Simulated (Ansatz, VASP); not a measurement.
## Two plane-wave programs on ZrC4

INCAR

```
ALGO = Normal
EDIFF = 1E-6
EDIFFG = -0.04
ENCUT = 600
GGA = PE
IBRION = 2
ISIF = 3
ISMEAR = 0
LASPH = True
LCHARG = False
LREAL = False
LWAVE = False
NELM = 60
NSW = 90
PREC = Accurate
SIGMA = 0.1
```

The input KPOINTS:

```
k-points
0
Gamma
  9 9 2
```

The input POSCAR:

```
ZrC4
1.0
    2.6550975654      0.0000000000      0.0000000000
   -1.3275487827      2.2993819412      0.0000000000
    0.0000000000      0.0000000000      7.7269256884
Zr C
1 4
Direct
    0.0000000000      0.0000000000      0.5000000000
    0.3333333333      0.6666666667      0.7703585413
    0.3333333333      0.6666666667      0.2296414587
    0.6666666667      0.3333333333      0.2296414587
    0.6666666667      0.3333333333      0.7703585413
```

Input for Ansatz:

```yaml
crystal:
  lattice:
    - [2.6550975654, 0.0, 0.0]
    - [-1.3275487827, 2.2993819412, 0.0]
    - [0.0, 0.0, 7.7269256884]
  atoms:
    - { symbol: Zr, position: [0.0, 0.0, 0.5] }
    - { symbol: C, position: [0.3333333333, 0.6666666667, 0.7703585413] }
    - { symbol: C, position: [0.3333333333, 0.6666666667, 0.2296414587] }
    - { symbol: C, position: [0.6666666667, 0.3333333333, 0.2296414587] }
    - { symbol: C, position: [0.6666666667, 0.3333333333, 0.7703585413] }
basis:
  ecutwfc: 420
kpoints:
  mp_grid: { grid: [9, 9, 2] }
hamiltonian:
  xc: pbe
scf:
  occupations: { method: gaussian, width: 0.1 }
  lower_state_search: "off"
output:
  forces: true
  stress: true
  eigenvalues: true
relax:
  adjacent_minimum: "off"
  f_tol: 0.04
  max_steps: 70
  cell: { stress_tol: 0.4 }
```

Alike in both runs: task relaxation of cell and atoms; functional PBE; k mesh 9 × 9 × 2; occupations gaussian, width 0.1 eV; no spin polarisation.

|  | VASP | Ansatz |
| --- | --- | --- |
| version | VASP 6.6.1 | Ansatz 0.2.0 |
| potentials or method | VASP PAW PBE potentials, release 64 (Zr_sv, C) | scalar-relativistic, plane waves, PAW |
| plane-wave cutoff (eV) | 600 | 420 |
| valence electrons in the cell | 28 | 28 |

Ansatz gave:

```
gap on the k mesh at the Fermi level, each at its own relaxed structure (eV) : none
relaxed volume (Å³/atom)                                                     : 9.90
relaxed cell length with the largest relative difference (Å)                 : 8.101
energy change over the relaxation (meV/atom)                                 : -3
```

Task: Which values does VASP return?

Result: gap on the k mesh at the Fermi level, each at its own relaxed structure (eV): none; relaxed volume (Å³/atom): 9.69; relaxed cell length with the largest relative difference (Å): 7.923; energy change over the relaxation (meV/atom): -2.

A gap of «none» marks a metal or a gap that the smearing closes.

Caveats: the k mesh is coarse (spacing up to 0.41 Å⁻¹), so the values aren't converged; this functional lacks dispersion, which binds the layers, so the pressure and a relaxed spacing across them are unreliable.
